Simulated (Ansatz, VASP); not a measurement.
One calculation of Al, two programs

```xyz
1
Lattice="0.0479 1.9691 2.0269 2.0433 -0.0084 2.0831 2.0406 2.0227 -0.0057" Properties=species:S:1:pos:R:3 pbc="T T T"
Al    0.0167    0.0547   -0.0153
```

Change from the starting cell: cell strained at random at fixed volume.

Alike in both runs: task single point; functional PBE; k mesh 11 × 11 × 11; occupations fermi-dirac, width 0.05 eV; no spin polarisation.

|  | VASP | Ansatz |
| --- | --- | --- |
| version | VASP 6.6.1 | Ansatz 0.2.0 |
| potentials or method | VASP PAW PBE potentials, release 64 (Al) | Ansatz PAW |
| plane-wave cutoff (eV) | 520 | 420 |
| valence electrons in the cell | 3 | 3 |

|  | VASP | Ansatz | Ansatz less VASP |
| --- | --- | --- | --- |
| gap on the k mesh at the Fermi level (eV) | none | none | - |
| pressure (GPa) | -0.3 | -0.2 | +0.04 |
| largest component of the traceless stress (GPa) | 1.67 | 1.67 | +0.004 |

A gap of «none» marks a metal or a gap that the smearing closes.
